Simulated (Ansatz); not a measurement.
Rows from a G0W0 calculation on ZnSe (Stilleite) (Ansatz 0.2.0; G0W0 on LDA, plane waves, PAW; PAW set soft_1; 6×6×6 mesh, 103 empty bands, screening to 100 eV, PAW set soft_1 files), in eV. Spin-orbit coupling is left out.

```tsv
row	k	band	start	Σx	Σc at the solution	Vxc
A	Γ	v1	6.220	-21.673	2.127	-19.099
B	Γ	c2	11.931	-7.007	-4.493	-12.081
C	Γ	c1	7.247	-9.943	-3.691	-14.394
```

**Question.** Work out each quasiparticle level and how far it moved.

The quasiparticle equation reads E = start + Σx + Σc(E) − Vxc.

```tsv
row	E (eV)	shift (eV)
A	5.773	−0.447
B	12.511	+0.580
C	8.007	+0.760
```

Limits: not at the basis limit; no spin-orbit coupling.

[Paths, hosts, dates, memory and timing lines, banners, echoed tables and standing remarks are left out of the program output.]

[Logs are printed without paths, hosts, clocks, repeated set-up lines and the standing remarks that a program may print on its own settings, such as how far it seeks lower states.]

[Runs of the session that timed out or met a known fault of the program may be left out.]

[Cells called generated may have been cut or substituted from an entry of the Crystallography Open Database or the Materials Project.]

[Hosts, paths, dates, database ids (printed as entryN), source tags and the programs' standing remarks are cut or masked in the printed files.]
